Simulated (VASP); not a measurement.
# CdF2: X-ray absorption with a core hole, part 2 of 3

What does the core hole do to the absorption edge in CdF2? The cell has space group Fm-3m. The start is a cell from a database of measured crystal structures.

VASP 6.6.1, plane waves and PAW; the level of theory is named at each step.

So far: Starting point; Supercell without a hole.

## (3) K edge, Wyckoff site F c, full hole

This step: supercell core-hole method, PBE, full hole; plane waves and PAW (F, Cd, F) (VASP 6.6.1).

One core electron is taken from the first atom, which POSCAR lists as a species of its own, and NELECT stays that of the neutral valence shell, so the cell is charged against a background. NBANDS covers the range above the edge. The first density still holds the charge taken from the core, which is what the BRMIX lines of the log report.

File INCAR:

```
SYSTEM = CdF2
PREC = Accurate
ENCUT = 400
EDIFF = 1E-06
NELM = 100
ISMEAR = 0
SIGMA = 0.05
LREAL = .FALSE.
ALGO = Normal
GGA = PE
NBANDS = 216
LWAVE = .FALSE.
LCHARG = .FALSE.
KPAR = 2
ICORELEVEL = 2
CLNT = 1
CLN = 1
CLL = 0
CLZ = 1
CH_LSPEC = .TRUE.
CH_NEDOS = 1500
CH_SIGMA = 0.5
NELECT = 156
```

File POSCAR:

```
CdF2
1.0
   -2.6940000000     -2.6940000000     -5.3880000000
   -2.6940000000     -2.6940000000      5.3880000000
   -2.6940000000      5.3880000000      2.6940000000
F Cd F
1 6 11
Direct
    0.5416666667      0.6250000000      0.3333333333
    0.6666666667      0.0000000000      0.3333333333
    0.5000000000      0.5000000000      0.0000000000
    0.0000000000      0.0000000000      0.0000000000
    0.8333333333      0.5000000000      0.6666666667
    0.3333333333      0.0000000000      0.6666666667
    0.1666666667      0.5000000000      0.3333333333
    0.3750000000      0.1250000000      0.0000000000
    0.8750000000      0.6250000000      0.0000000000
    0.7083333333      0.1250000000      0.6666666667
    0.2083333333      0.6250000000      0.6666666667
    0.0416666667      0.1250000000      0.3333333333
    0.2916666667      0.8750000000      0.3333333333
    0.1250000000      0.3750000000      0.0000000000
    0.6250000000      0.8750000000      0.0000000000
    0.4583333333      0.3750000000      0.6666666667
    0.9583333333      0.8750000000      0.6666666667
    0.7916666667      0.3750000000      0.3333333333
```

File KPOINTS:

```
Automatic mesh
0
Gamma
3 3 3
0 0 0
```

The projector-augmented-wave data sets are F, Cd and F (PBE family, release 64).

Started as:

```console
$ mpirun -np 8 vasp_std
```

The log of the run:

```text
[banner, memory and clock lines left out]
running    8 mpi-ranks, on    1 nodes
 distrk:  each k-point on    4 cores,    2 groups
 distr:  one band on    1 cores,    4 groups

 POSCAR found type information on POSCAR F CdF
 POSCAR found :  3 types and      18 ions
|                                                                             |
|           W    W    AA    RRRRR   N    N  II  N    N   GGGG   !!!           |
|           W    W   A  A   R    R  NN   N  II  NN   N  G    G  !!!           |
|           W    W  A    A  R    R  N N  N  II  N N  N  G       !!!           |
|           W WW W  AAAAAA  RRRRR   N  N N  II  N  N N  G  GGG   !            |
|           WW  WW  A    A  R   R   N   NN  II  N   NN  G    G                |
|           W    W  A    A  R    R  N    N  II  N    N   GGGG   !!!           |
|                                                                             |
|     For optimal performance we recommend to set                             |
|       NCORE = 2 up to number-of-cores-per-socket                            |
|     NCORE specifies how many cores store one orbital (NPAR=cpu/NCORE).      |
|     This setting can greatly improve the performance of VASP for DFT.       |
|     The default, NCORE=1 might be grossly inefficient on modern             |
|     multi-core architectures or massively parallel machines. Do your        |
|     Unfortunately you need to use the default for GW and RPA                |
|     calculations (for HF NCORE is supported but not extensively tested      |
|     yet).                                                                   |
|                                                                             |

 [... a notice as in an earlier step ...]

 LDA part: xc-table for (Slater+PW92), standard interpolation
 POSCAR, INCAR and KPOINTS ok, starting setup
 FFT: planning ... GRIDC
 FFT: planning ... GRID_SOFT
 FFT: planning ... GRID
 WAVECAR not read
 entering main loop
       N       E                     dE             d eps       ncg     rms          rms(c)
DAV:   1     0.117067316173E+04    0.11707E+04   -0.60231E+04  4328   0.606E+02
DAV:   2    -0.181239218118E+03   -0.13519E+04   -0.12073E+04  4728   0.229E+02
DAV:   3    -0.269657616636E+03   -0.88418E+02   -0.86684E+02  5000   0.631E+01
DAV:   4    -0.270349368014E+03   -0.69175E+00   -0.69135E+00  4904   0.606E+00
DAV:   5    -0.270350931587E+03   -0.15636E-02   -0.15635E-02  4976   0.250E-01BRMIX: very serious problems
 the old and the new charge density differ
 old charge density:   157.00000 new  156.00001
BRMIX: very serious problems
 the old and the new charge density differ
 old charge density:   157.00000 new  156.00001
    0.298E+01
DAV:   6    -0.254761371587E+03    0.15590E+02   -0.81292E+00  5304   0.211E+01    0.190E+01
DAV:   7    -0.254472866152E+03    0.28851E+00   -0.62262E+00  4808   0.532E+00    0.953E+00
DAV:   8    -0.254312610513E+03    0.16026E+00   -0.44305E-01  4840   0.192E+00    0.197E+00
DAV:   9    -0.254259839750E+03    0.52771E-01   -0.28751E-02  5376   0.147E+00    0.874E-01
DAV:  10    -0.254259942376E+03   -0.10263E-03   -0.17230E-02  4832   0.468E-01    0.382E-01
DAV:  11    -0.254260222881E+03   -0.28051E-03   -0.15359E-03  4856   0.108E-01    0.169E-01
DAV:  12    -0.254260784604E+03   -0.56172E-03   -0.57351E-04  4560   0.895E-02    0.993E-02
DAV:  13    -0.254260754428E+03    0.30175E-04   -0.69864E-05  5104   0.365E-02    0.301E-02
DAV:  14    -0.254260757273E+03   -0.28444E-05   -0.14556E-05  4608   0.120E-02    0.884E-03
DAV:  15    -0.254260758031E+03   -0.75850E-06   -0.21576E-06  4728   0.421E-03
   1 F= -.25426076E+03 E0= -.25426076E+03  d E =-.148750E-22
 Starting Core_Hole_Spec
 Ending Core_Hole_Spec
```

It took 38 s on 8 MPI ranks of Intel Xeon 6975P-C (Granite Rapids), shared host; peak memory 1.9 GiB; 4.3 min of CPU time.

Parts of OUTCAR (step 3):

```text
NELECT = 156

 ion  position               nearest neighbor table
   1  0.542  0.625  0.333-   3 2.33   2 2.33   5 2.33   7 2.33
   2  0.667  0.000  0.333-  15 2.33   8 2.33  12 2.33  13 2.33   1 2.33  17 2.33  18 2.33  10 2.33

 Found     10 irreducible k-points:

   k-points           NKPTS =     10   k-points in BZ     NKDIM =     10   number of bands    NBANDS=    216

 the core state eigenenergies are
   1-  1s   -733.7824
   2-  1s -26513.3133  2s  -3930.4006  2p  -3525.6553  3s   -727.4111  3p   -594.6995
       3d   -387.1301  4s    -99.8560  4p    -60.9608
   3-  1s -26513.3468  2s  -3930.4341  2p  -3525.6888  3s   -727.4446  3p   -594.7330
       3d   -387.1636  4s    -99.8896  4p    -60.9944
   4-  1s -26512.6257  2s  -3929.7114  2p  -3524.9659  3s   -726.7299  3p   -594.0182
       3d   -386.4479  4s    -99.1896  4p    -60.2968
   5-  1s -26513.3468  2s  -3930.4341  2p  -3525.6888  3s   -727.4446  3p   -594.7330
       3d   -387.1636  4s    -99.8896  4p    -60.9944
   6-  1s -26512.6257  2s  -3929.7114  2p  -3524.9659  3s   -726.7299  3p   -594.0182
       3d   -386.4479  4s    -99.1896  4p    -60.2968
   7-  1s -26513.3472  2s  -3930.4344  2p  -3525.6892  3s   -727.4450  3p   -594.7334
       3d   -387.1640  4s    -99.8900  4p    -60.9948
   8-  1s   -653.1181
   9-  1s   -653.2167
  10-  1s   -653.1181
  11-  1s   -653.2167
  12-  1s   -653.1172
  13-  1s   -653.4385
  14-  1s   -653.4613
  15-  1s   -653.4311
  16-  1s   -653.4613
  17-  1s   -653.4311
  18-  1s   -653.4946

 E-fermi :  -0.8593

 k-point     1 :       0.0000    0.0000    0.0000
  band No.  band energies     occupation
    ...
     74      -1.4972      2.00000
     75      -1.4694      2.00000
     76      -1.3942      2.00000
     77      -1.3193      2.00000
     78      -1.3128      2.00000
     79       1.6576      0.00000
     80       5.5796      0.00000
     81       5.9356      0.00000
     82       5.9692      0.00000
     83       6.3899      0.00000
    ...

 k-point     2 :       0.3333   -0.0000   -0.0000
  band No.  band energies     occupation
    ...
     74      -1.5104      2.00000
     75      -1.4651      2.00000
     76      -1.4174      2.00000
     77      -1.2924      2.00000
     78      -1.2470      2.00000
     79       2.7944      0.00000
     80       4.8331      0.00000
     81       5.6619      0.00000
     82       5.7110      0.00000
     83       6.2806      0.00000
    ...

  Total      -13.9867297    -13.9867297    -13.9232142     -0.0469072      0.0434866      0.0434866
  in kB      -95.5108578    -95.5108578    -95.0771304     -0.3203138      0.2969558      0.2969556
  external PRESSURE =     -95.3662820 kB  Pullay stress =       0.0000000 kB

 POSITION                                       TOTAL-FORCE (eV/Angst)
 -----------------------------------------------------------------------------------
     -4.04100     -1.34700      1.34700         0.001590      0.001590     -0.002058
     -2.69400     -0.00000     -2.69400        -1.167226     -1.167226      1.142361
     -2.69400     -2.69400      0.00000         1.185677     -1.136658     -1.167169
      0.00000      0.00000      0.00000        -0.012161     -0.035726      0.035754
     -5.38800      0.00000      0.00000        -1.136658      1.185677     -1.167169
     -2.69400      2.69400      0.00000        -0.035726     -0.012161      0.035754
     -2.69400     -0.00000      2.69400         1.169046      1.169046      1.116577
     -1.34700     -1.34700     -1.34700        -0.125320      0.019183      0.007747
     -4.04100     -4.04100     -1.34700         0.048831      0.054618     -0.049323
     -4.04100      1.34700     -1.34700         0.019183     -0.125320      0.007747
     -4.04100      1.34700      4.04100         0.054618      0.048831     -0.049323
     -1.34700      1.34700      1.34700        -0.007141     -0.007141      0.098321
     -4.04100     -1.34700      4.04100         0.016095      0.016095     -0.786126
     -1.34700     -1.34700      1.34700        -0.769803     -0.039222      0.039018
     -4.04100     -4.04100      1.34700         0.020372      0.792451     -0.020962
     -4.04100      1.34700      1.34700        -0.039222     -0.769803      0.039018
     -6.73500     -1.34700      1.34700         0.792451      0.020372     -0.020962
     -4.04100     -1.34700     -1.34700        -0.014604     -0.014604      0.740796
 -----------------------------------------------------------------------------------
    total drift:                                0.000033      0.000024     -0.000016

  FREE ENERGIE OF THE ION-ELECTRON SYSTEM (eV)
  ---------------------------------------------------
  free  energy   TOTEN  =      -254.2607580312 eV

  energy  without entropy=     -254.2607580312  energy(sigma->0) =     -254.26075803

[... 7 parts as in an earlier step ...]

[... 4 further parts left out ...]
```

This step gave:

```
free energy (TOTEN) : -254.2608 eV
Fermi energy        : -0.8593 eV
```

The imaginary dielectric function times 10^5 has structure finer than the step of the table below, so its rows give means over 1 eV, whole bins alone (the curve runs from 659 to 704 eV). Peaks (eV: height): xx 669.0: 7.42, 672.2: 6.08, 675.0: 8.09, 683.8: 9.39, 694.6: 3.87, 698.6: 8.89; zz 669.1: 7.67, 672.2: 5.91, 675.1: 8.03, 680.9: 4.01, 683.8: 9.99, 693.3: 3.92, 698.6: 9.19.

Smoothed further by a Gaussian, to a width of roughly 1 to 1.2 eV in all; heights scale with one over the cell volume; the energy axis is the program's own, and the fall at its high end is where NBANDS ends. Table of imaginary dielectric function times 10^5 by photon energy; means over each step:

| photon energy (eV) | xx | zz |
| --- | --- | --- |
| 660 | 2.0e-5 | 1.5e-5 |
| 661 | 0.00275 | 0.00182 |
| 662 | 0.0188 | 0.0113 |
| 663 | 0.00716 | 0.00400 |
| 664 | 3.6e-4 | 2.4e-4 |
| 665 | 0.0302 | 0.0277 |
| 666 | 0.269 | 0.299 |
| 667 | 0.988 | 0.951 |
| 668 | 4.27 | 4.23 |
| 669 | 6.94 | 7.13 |
| 670 | 3.16 | 3.18 |
| 671 | 1.97 | 1.93 |
| 672 | 5.44 | 5.28 |
| 673 | 3.58 | 3.66 |
| 674 | 4.98 | 5.09 |
| 675 | 7.73 | 7.73 |
| 676 | 5.40 | 5.38 |
| 677 | 1.99 | 2.05 |
| 678 | 1.22 | 1.16 |
| 679 | 0.975 | 0.929 |
| 680 | 2.41 | 2.37 |
| 681 | 3.73 | 3.83 |
| 682 | 3.04 | 2.86 |
| 683 | 5.99 | 5.97 |
| 684 | 8.56 | 9.04 |
| 685 | 5.30 | 5.12 |
| 686 | 3.91 | 3.64 |
| 687 | 2.08 | 2.09 |
| 688 | 1.94 | 2.06 |
| 689 | 1.28 | 1.23 |
| 690 | 1.12 | 1.00 |
| 691 | 1.43 | 1.59 |
| 692 | 2.52 | 2.43 |
| 693 | 3.56 | 3.62 |
| 694 | 3.52 | 3.82 |
| 695 | 3.52 | 3.30 |
| 696 | 2.77 | 2.69 |
| 697 | 4.03 | 3.99 |
| 698 | 7.31 | 7.29 |
| 699 | 8.08 | 8.17 |
| 700 | 5.71 | 5.35 |
| 701 | 4.78 | 5.32 |
| 702 | 4.23 | 4.30 |
| 703 | 3.55 | 3.14 |

The smoothed xx curve reaches a tenth of its top at about 667 eV.

## (4) K edge, Wyckoff site F c, no hole

This step: supercell core-hole method, PBE, no hole; plane waves and PAW (F, Cd, F) (VASP 6.6.1).

With CLZ = 0 the final states feel no hole, which shows what the hole does. NBANDS covers the range above the edge.

INCAR: that of step 3 with these lines changed.

```diff
@@ -18,3 +18,3 @@
 CLL = 0
-CLZ = 1
+CLZ = 0
 CH_LSPEC = .TRUE.
@@ -22,2 +22 @@
 CH_SIGMA = 0.5
-NELECT = 156
```

POSCAR is that of step 3.

KPOINTS is that of step 3.

Started as:

```console
$ mpirun -np 8 vasp_std
```

The log of the run:

```text
[banner, memory and clock lines left out]
running    8 mpi-ranks, on    1 nodes
 distrk:  each k-point on    4 cores,    2 groups
 distr:  one band on    1 cores,    4 groups

 POSCAR found type information on POSCAR F CdF
 POSCAR found :  3 types and      18 ions
 [... a notice as in an earlier step ...]

 [... a notice as in an earlier step ...]

 LDA part: xc-table for (Slater+PW92), standard interpolation
 POSCAR, INCAR and KPOINTS ok, starting setup
 FFT: planning ... GRIDC
 FFT: planning ... GRID_SOFT
 FFT: planning ... GRID
 WAVECAR not read
 entering main loop
       N       E                     dE             d eps       ncg     rms          rms(c)
DAV:   1     0.135815964328E+04    0.13582E+04   -0.59720E+04  4328   0.605E+02
DAV:   2     0.144349379923E+02   -0.13437E+04   -0.11988E+04  4720   0.227E+02
DAV:   3    -0.744304963615E+02   -0.88865E+02   -0.87137E+02  5032   0.630E+01
DAV:   4    -0.751303121600E+02   -0.69982E+00   -0.69942E+00  4944   0.607E+00
DAV:   5    -0.751319179459E+02   -0.16058E-02   -0.16057E-02  4952   0.250E-01    0.248E+01
DAV:   6    -0.651737872992E+02    0.99581E+01   -0.34586E+00  5296   0.198E+01    0.192E+01
DAV:   7    -0.654809831108E+02   -0.30720E+00   -0.54920E+00  4856   0.472E+00    0.106E+01
DAV:   8    -0.653856346376E+02    0.95348E-01   -0.42175E-01  4736   0.189E+00    0.218E+00
DAV:   9    -0.653284447861E+02    0.57190E-01   -0.24357E-02  5056   0.138E+00    0.352E-01
DAV:  10    -0.653320864311E+02   -0.36416E-02   -0.17539E-02  4728   0.389E-01    0.385E-01
DAV:  11    -0.653327100938E+02   -0.62366E-03   -0.78212E-04  4728   0.723E-02    0.119E-01
DAV:  12    -0.653329575948E+02   -0.24750E-03   -0.20398E-04  4672   0.385E-02    0.454E-02
DAV:  13    -0.653329638742E+02   -0.62795E-05   -0.50277E-06  5016   0.866E-03    0.197E-02
DAV:  14    -0.653329656657E+02   -0.17914E-05   -0.40293E-06  4536   0.690E-03    0.395E-03
DAV:  15    -0.653329655236E+02    0.14207E-06   -0.44933E-07  4296   0.192E-03
   1 F= -.65332966E+02 E0= -.65332966E+02  d E =-.282077E-31
 Starting Core_Hole_Spec
 Ending Core_Hole_Spec
```

Elapsed: 38 s, on 8 MPI ranks; peak memory 1.9 GiB; 4.2 min of CPU time.

[end of part 2 of 3]

[Lines on the potential files, build, host, timing and source positions are cut from VASP's logs without a mark.]

[Logs are printed without paths, hosts, clocks, repeated set-up lines and the standing remarks that a program may print on its own settings, such as how far it seeks lower states.]

[Hosts, paths, dates, database ids (printed as entryN), source tags and the programs' standing remarks are cut or masked in the printed files.]
